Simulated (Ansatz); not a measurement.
# Strain and the gap of SnO₂ (fluorite)

SnO₂ built on the fluorite prototype, relaxed with r2SCAN in the plane-wave code Ansatz. Space group Fm-3m (No. 225), cubic; a = 5.067 Å in the conventional setting, 10.84 Å³ an atom. Sn has 8 O at 2.19 Å; O has 4 Sn at 2.19 Å.

The axes x, y and z are those of this cell:
```
Sn O
1.0
     0.00000    2.53347    2.53347
     2.53347    0.00000    2.53347
     2.53347    2.53347    0.00000
Sn O
1 2
Direct
  0.00000 0.00000 0.00000
  0.25000 0.25000 0.25000
  0.75000 0.75000 0.75000
```

Unstrained: r2SCAN gives an indirect gap of 0.838 eV, from W to Γ; the least direct gap is 2.269 eV at Γ. With HSE06 the valence top lies at W and the conduction bottom at Γ, 1.684 eV higher; the smallest vertical gap, at Γ, is 3.172 eV. Meshes: r2SCAN 8×8×8, HSE06 6×6×6. Strains are changes of length per length. After each strain the atoms were relaxed again with r2SCAN within the symmetry that the strain leaves, so tilts or polar shifts that break it weren't tested; points keep the names that they have in the unstrained zone. No spin polarisation and no zero-point or thermal motion; the cell was built from a prototype and may be hypothetical.

Changes of the least gap in eV (an overlap counts as a negative gap):

| strain | volume change (%) | space group | r2SCAN | HSE06 | energy rise, r2SCAN (meV/atom) |
| --- | --- | --- | --- | --- | --- |
| epitaxial +3.66 % in the xy plane, free normal strain -0.64 % | +6.8 | I4/mmm | -0.936 | -0.982 | 49.9 |
| uniaxial -5.46 % along [111] | -5.5 | R-3m | +0.650 | +0.708 | 30.6 |
| uniaxial -5.12 % along x | -5.1 | I4/mmm | +0.170 | +0.248 | 54.3 |

Epitaxial +3.66 % in the xy plane, free normal strain -0.64 %. r2SCAN: gap 0.84 before, none (overlap 0.10) after (eV); it has closed. HSE06: the gap goes from 1.684 to 0.702 eV (-0.982 eV); the edges go from W → Γ to (1/3, -1/2, -1/6) → Γ. Stress change with r2SCAN, compression positive: xx -18.54, yy -18.54, zz +0.01 GPa.

Uniaxial -5.46 % along [111], other directions held. HSE06: the gap goes from 1.684 to 2.392 eV (+0.708 eV); the edges go from W → Γ to (0.247, -1/2, -0.247) → Γ. Stress change with r2SCAN, compression positive: xx +15.00, yy +15.00, zz +15.00, xy +1.46, xz +1.46, yz +1.46 GPa.

Uniaxial -5.12 % along x, other directions held. HSE06: the gap goes from 1.684 to 1.932 eV (+0.248 eV); the edges go from W → Γ to (0.221, -1/2, -0.279) → Γ. Stress change with r2SCAN, compression positive: xx +32.80, yy +4.35, zz +4.35 GPa.

No spin-orbit coupling is included; it can move band edges with weight on the heavy atoms by tenths of an eV.

Where an edge lies off the special points, it is a point of the mesh or the k point where a search put PBE's edge or least direct gap, reused for the other functionals, whose own edges may lie a little apart.

Coordinates of k points refer to the reciprocal vectors of the primitive cell of the runs.

The meshes of the hybrids are coarse, so their gaps aren't converged to the digits shown.
